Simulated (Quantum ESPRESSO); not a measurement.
**AlN in Quantum ESPRESSO: the effect of functional**

Crystal: AlN.

```
Al N
1.0
     3.11300    0.00000    0.00000
    -1.55650    2.69594    0.00000
     0.00000    0.00000    4.98100
Al N
2 2
Cartesian
  1.5565 0.8986 2.4905
  0.0000 1.7973 0.0000
  1.5565 0.8986 4.3833
  0.0000 1.7973 1.8928
```

Alike in all runs:

```yaml
Program: Quantum ESPRESSO 7.5
Task: phonons
Cutoff: 612 eV
Density_cutoff: 4898 eV
k_mesh: 6 × 6 × 4, shifted
Occupations: fermi-dirac, width 0.05 eV
Spin: no spin polarisation
```

Each run relaxes the cell or the atoms first.

Problem. One run gave: relaxed volume 10.51 Å³/atom; dielectric constant 4.64 mean; highest phonon frequency 713 cm⁻¹. Which functional did it use?
A. revPBE
B. vdW-DF-cx
C. WC
D. LDA
E. RPBE

Solution. C.

| functional | potentials or basis | relaxed volume (Å³/atom) | dielectric constant (mean) | highest phonon frequency (cm⁻¹) |
| --- | --- | --- | --- | --- |
| LDA | GBRV 1.5 LDA | 10.26 | 4.53 | 731 |
| PBE | GBRV 1.5 PBE | 10.67 | 4.60 | 706 |
| RPBE | GBRV 1.5 PBE | 10.79 | 4.58 | 699 |
| revPBE | GBRV 1.5 PBE | 10.76 | 4.58 | 701 |
| WC | GBRV 1.5 PBE | 10.51 | 4.64 | 713 |
| vdW-DF-cx | GBRV 1.5 PBE | 10.54 | 4.59 | 714 |

Caveats: the potentials were made for another functional, which shifts forces and pressure (some runs).

Not every run made on this cell is shown here.
